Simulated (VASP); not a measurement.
Input of a VASP 6.6.1 run:

The input POSCAR:

```
GaN
1.0
    3.1800000000      0.0000000000      0.0000000000
   -1.5900000000      2.7539607840      0.0000000000
    0.0000000000      0.0000000000      5.1660000000
Ga N
2 2
Direct
    0.6666666667      0.3333333333      0.5000000000
    0.3333333333      0.6666666667      0.0000000000
    0.6666666667      0.3333333333      0.8750000000
    0.3333333333      0.6666666667      0.3750000000
```

Contents of INCAR.step1:

```
PREC = Accurate ; ENCUT = 450
EDIFF = 1E-8 ; ISMEAR = 0
SIGMA = 0.01 ; LREAL = False
LASPH = True ; NELM = 80
ALGO = Fast ; LWAVE = True
LCHARG = False
```

The input INCAR.step2:

```
PREC = Accurate ; ENCUT = 450
EDIFF = 1E-8 ; ISMEAR = 0
SIGMA = 0.01 ; LREAL = False
LASPH = True ; NELM = 1
ALGO = Exact ; LWAVE = True
LCHARG = False ; NBANDS = 97
LOPTICS = True ; ISTART = 1
```

Contents of INCAR.step3:

```
PREC = Accurate ; ENCUT = 450
EDIFF = 1E-8 ; ISMEAR = 0
SIGMA = 0.01 ; LREAL = False
LASPH = True ; ALGO = EVGW0
LWAVE = False ; LCHARG = False
NELMGW = 4 ; NBANDS = 97
ENCUTGW = 120 ; NOMEGA = 64
PRECFOCK = Fast ; ISTART = 1
NBANDSGW = 26
```

File KPOINTS:

```
regular mesh
0
Gamma
  5 5 3
```

Potentials or basis: VASP PAW LDA potentials, release 64 (Ga_d_GW, N_GW).

Run with:

```bash
$ cat potpaw_LDA.64/Ga_d_GW/POTCAR potpaw_LDA.64/N_GW/POTCAR > POTCAR
$ cp INCAR.step1 INCAR
$ mpirun -np 1 vasp_std > vasp.out
$ cp INCAR.step2 INCAR
$ mpirun -np 1 vasp_std > vasp.out
$ cp INCAR.step3 INCAR
$ mpirun -np 1 vasp_std > vasp.out
```

What does it give for the quasiparticle gap?

3.37 eV.

What does it give for the least direct quasiparticle gap?

3.37 eV.

What does it give for the band gap on the k mesh, mean-field level?

1.98 eV, direct.

Quasiparticle gap after each update of the energies (eV): 3.16, 3.34, 3.37, 3.37

Caveat: the k mesh is coarse (spacing up to 0.46 Å⁻¹), so the values aren't converged; bands, screening cutoff and mesh are small and nothing is extrapolated, so the quasiparticle values aren't converged.
